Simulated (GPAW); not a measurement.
Runs of GPAW 26.7.0 on ZnS. Symmetry: F-43m, No. 216, cubic system. The conventional cell has a = 5.404 Å, b = 5.404 Å, c = 5.404 Å, α = 90.00°, β = 90.00°, γ = 90.00°. Zn (site symmetry -43m) is surrounded by 4 S at 2.34 Å. S (site symmetry -43m) is surrounded by 4 Zn at 2.34 Å. 

| task | level | potentials or basis | cell | k mesh | cutoff (eV) | smearing | maxiter | data set | convergence | supercell | supercell k mesh | mesh quality | gap on the mesh (eV) | pressure (GPa) |
| --- | --- | --- | --- | --- | --- | --- | --- | --- | --- | --- | --- | --- | --- | --- |
| electron localisation function | PBEsol | PAW data sets generated in the run's folder for this functional, pw | as given | 5 × 5 × 5 | 510 | fermi-dirac 0.01 eV | 150 | - | - | - | - | coarse | 1.97 | (b) |
| electron localisation function | vdW-DF2 | GPAW PAW data sets (gpaw-data 1.2.1), newer versions, pw | as given | 5 × 5 × 5 | 510 | fermi-dirac 0.01 eV | 150 | S v3 | - | - | - | coarse | (c) | - |
| phonons | r2SCAN | GPAW PAW data sets (gpaw-data 1.2.1), newer versions, pw | relaxed | 9 × 9 × 9 | 510 | fermi-dirac 0.05 eV | 150 | S v3 | density=1e-06 eigenstates=1e-09 | 1 × 1 × 1 | 9 × 9 × 9 | not flagged | (a) | 0.0 |
| electron localisation function | vdW-DF-cx | GPAW PAW data sets (gpaw-data 1.2.1), newer versions, pw | as given | 5 × 5 × 5 | 510 | fermi-dirac 0.01 eV | 150 | S v3 | - | - | - | coarse | 2.11 | - |
| single point | HSE03 | GPAW PAW data sets (gpaw-data 1.2.1), pw | as given | 4 × 4 × 4 | 450 | fermi-dirac 0.05 eV | 60 | - | - | - | - | coarse | 3.30 | - |
| electron localisation function | OLYP | PAW data sets generated in the run's folder for this functional, pw | as given | 5 × 5 × 5 | 510 | fermi-dirac 0.01 eV | 150 | - | - | - | - | coarse | 2.60 | 4.9 |

Alike in all rows: no spin polarisation.

Estimate the missing entries.

(a) 2.74; (b) -2.0; (c) 2.10.

Caveats: some runs use coarse meshes; the PAW data sets were made with another functional, which shifts forces and pressure a little (some runs); the cutoff is short for stress and forces, so pressures can be off by a GPa or more (some runs); the LO-TO splitting is left out (some runs); exact exchange converges slowly with the k mesh, and this mesh is small (some runs).

Runs at the PBE level aren't shown here.
